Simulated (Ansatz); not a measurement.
# Stability checks on a candidate for CdS

It was relaxed at this level from a cell as deposited in COD.

Theory: DFT PBE, scalar-relativistic, plane waves, PAW in Ansatz 0.2.0. Settings of the last relaxation (2-atom cell): 420 eV, 8×8×8 k points, Gaussian smearing of 0.02 eV, no spin polarisation.

```
Cd S
1.0
     0.00000    2.96313    2.96313
     2.96313    0.00000    2.96313
     2.96313    2.96313    0.00000
Cd S
1 1
Cartesian
  0.0000 0.0000 0.0000
  4.4447 4.4447 4.4447
```

Energies over the elements count from the elements' standard structures at the same level, with no fitted energy shifts.

Question: These tests were run: energy against the elements; random kick, then relaxation without symmetry; phonons on a 4×4×4 q mesh; elastic tensor. What do they show?

Answer:

| test | result |
| --- | --- |
| energy against the elements | −0.658 eV/atom |
| random kick, then relaxation without symmetry | returns |
| phonons on a 4×4×4 q mesh | no imaginary mode on the mesh |
| elastic tensor | least eigenvalue 20 GPa |

It fails none of these tests. Competing phases weren't compared here.

The reference form of S is held partly by dispersion forces, which this level lacks. The kick test ran on a coarse mesh. The run for the phonons used an 8×8×8 k mesh. The run for the elastic tensor used an 8×8×8 k mesh.
